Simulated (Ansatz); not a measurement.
A single-point calculation of BN built on the rocksalt prototype with the PAW code Ansatz, at the level HSE06. The cell was relaxed with r2SCAN and then strained (isotropic +0.5 % on every length), with the atoms relaxed again with r2SCAN; k points keep the names of the unstrained zone.

The input:
```yaml
crystal:
  lattice:
    - [0.0, 1.7545550698, 1.7545550698]
    - [1.7545550698, 0.0, 1.7545550698]
    - [1.7545550698, 1.7545550698, 0.0]
  atoms:
    - { symbol: B, position: [0.0, 0.0, 0.0] }
    - { symbol: "N", position: [0.5, 0.5, 0.5] }
kpoints:
  mp_grid: { grid: [8, 8, 8] }
  band_path:
    path:
      - [0.0, 0.0, 0.0]
      - [0.5, 0.0, 0.5]
      - [0.625, 0.25, 0.625]
      - [0.375, 0.375, 0.75]
      - [0.5, 0.5, 0.5]
      - [0.5, 0.25, 0.75]
      - [0.0, 0.167969, -0.167969]
      - [0.0, 0.5, 0.5]
    npoints: 1
hamiltonian:
  xc: hse06
scf:
  occupations: { method: fixed }
  n_extra_bands: 4
output:
  forces: true
  stress: true
  eigenvalues: true
```

Command: `ansatz run input.yaml --threads 2 --pin off --max-ram 2211MiB --backend cpu --events-out ev --progress --plain --runs-dir out`.

The output, standing remarks left out:
```
scf.n_extra_bands = 4 over 4 filled bands (N_el = 8.0): the run solves 8 bands
Pseudopotential: B, paw, valence charge 3, recommended cutoff 420 eV (normal)
Pseudopotential: N, paw, valence charge 5, recommended cutoff 420 eV (normal)
Functional definition: HSE06
Crystal: 2 atoms, lattice volume = 10.803 Å³
Basis set: ecut = 420 eV, 181 PW (Γ)
Symmetry: 48 space group operations
Space group: Fm-3m (ITA 225)
k-points: 29 of 512
Exchange kernel: α = 0.2500, screened, ω = 0.2079 Å⁻¹, Wigner–Seitz truncation, v(0) = 1043.8031 eV·Å³, q-mesh 8×8×8
hybrid outer 1: dexx = +3.500e-3 eV, tail = 3.84e-6 eV
hybrid outer 2: dexx = +3.525e-8 eV, tail = 1.34e-8 eV, Δε = 1.32e-3 eV
Free energy (F): -538.695394 eV
Fermi energy:    13.613507 eV
--- Stress (GPa, compression-positive) ---
      -14.153293       0.000000       0.000000
        0.000000     -14.153293       0.000000
        0.000000       0.000000     -14.153293
  P = ⅓ Tr σ = -14.1533 GPa (-141.533 kbar)
```

The file bands.tsv (bands near the Fermi energy, numbered from 0, rounded):
```tsv
# k_distance	band_0	band_1	band_2	band_3	band_4	band_5	band_6	band_7
# fermi_ev = 13.613507
# [0, 0, 0] at k_distance = 0.000000
# [0.5, 0, 0.5] at k_distance = 1.790535
# [0.625, 0.25, 0.625] at k_distance = 2.423585
# [0.375, 0.375, 0.75] at k_distance = 3.520059
# [0.5, 0.5, 0.5] at k_distance = 4.616534
# [0.5, 0.25, 0.75] at k_distance = 5.882633
# [0, 0.167969, -0.167969] at k_distance = 8.506598
# [0, 0.5, 0.5] at k_distance = 10.488931
# levels_relative_to = fermi_ev
0.000	-24.335	-0.913	-0.913	-0.913	10.646	14.038	14.038	14.038
1.791	-15.886	-12.685	-5.984	-5.984	2.199	10.090	16.797	16.797
2.424	-16.128	-11.350	-9.597	-4.602	4.440	13.117	14.430	17.467
3.520	-16.128	-11.350	-9.597	-4.602	4.440	13.117	14.430	17.467
4.617	-18.822	-13.554	-0.586	-0.586	6.606	6.606	8.666	15.641
5.883	-15.704	-10.108	-10.108	-7.426	8.592	9.411	16.421	16.421
8.507	-22.115	-6.058	-4.549	0.143	8.128	9.426	13.362	14.033
10.489	-15.886	-12.685	-5.984	-5.984	2.199	10.090	16.797	16.797
```
In order the rows are Γ, X, U, K, L, W, Γ–K (0.45), X.

The HSE06 gap is indirect, 2.06 eV (Γ–K (0.45 of the way from Γ) to X), below the direct gap of 7.19 eV at L. At this geometry HSE06 finds -14.2 GPa, compression counted positive: its own equilibrium volume is smaller. The stress of a hybrid is loosely converged here.

Note: simulated data, non-magnetic, for a generated structure that need not be the stable one.

The meshes of the hybrids are coarse, so their gaps aren't converged to the digits shown.
